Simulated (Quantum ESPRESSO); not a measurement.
NiO: zone-centre phonons under several settings

```xyz
2
Lattice="2.5046 0.0000 0.0000 0.0000 2.5046 0.0000 0.0000 0.0000 2.5046" Properties=species:S:1:pos:R:3 pbc="T T T"
Ni    0.0000    0.0000    0.0000
O     1.2523    1.2523    1.2523
```

Measurements of this composition are mostly on another form, of space group No. 225.

All runs used Quantum ESPRESSO 7.5; potentials GBRV 1.5 LDA; given cell; collinear spin, ferromagnetic start; cutoff 612 eV; occupations fermi-dirac, width 0.05 eV.

```csv
level,k mesh (s: shifted),pressure (GPa),lowest optical mode without the field (cm⁻¹)
LDA,4 × 4 × 4,5.8,129
LDA,6 × 6 × 6,2.5,116
LDA,8 × 8 × 8,4.0,133
LDA,12 × 12 × 12,3.5,110
LDA,14 × 14 × 14,?,?
```

**Question.** What stands in the row left open?

**Answer.** Pressure 3.5 GPa; lowest optical mode without the field 86 cm⁻¹.

Caveats: some runs use coarse meshes; the cell is more than 3 GPa from zero pressure, which shifts response properties (some runs); a cell with one magnetic atom can't hold antiferromagnetic order, which such compounds often take (some runs); the mesh is thin for the phonons of a metal (some runs).

For the row left open. Caveat: the cell is more than 3 GPa from zero pressure, which shifts response properties; a cell with one magnetic atom can't hold antiferromagnetic order, which such compounds often take.
